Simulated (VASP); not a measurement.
## RbBr: equation of state with PBE

The system is RbBr.

```xyz
2
Lattice="4.1261 0.0000 0.0000 0.0000 4.1261 0.0000 0.0000 0.0000 4.1261" Properties=species:S:1:pos:R:3 pbc="T T T"
Rb    0.0000    0.0000    0.0000
Br    2.0630    2.0630    2.0630
```

The cell comes from a database or a generator and needn't be the stable form of this composition.

- Program: VASP 6.6.1
- Task: equation of state
- Functional: PBE
- Potentials or basis: VASP PAW PBE potentials, release 64 (Rb_sv, Br)
- Cutoff: 520 eV
- k mesh: 7 × 7 × 7
- Occupations: fermi-dirac, width 0.05 eV
- Spin: no spin polarisation

| Property | Result |
| --- | --- |
| Equilibrium volume | 37.04 Å³/atom |
| Bulk modulus | 13.9 GPa |
| Pressure derivative of the bulk modulus | 5.0 |

Energy against volume, from the lowest point:
```csv
volume (Å³/atom),energy (meV/atom)
33.015,23.72
33.717,15.49
34.420,9.22
35.122,4.72
35.825,1.79
36.527,0.27
37.230,0.00
```

All runs of the series together: 55 s on 1 thread of Intel(R) Xeon(R) 6975P-C (Granite Rapids), on a shared host.
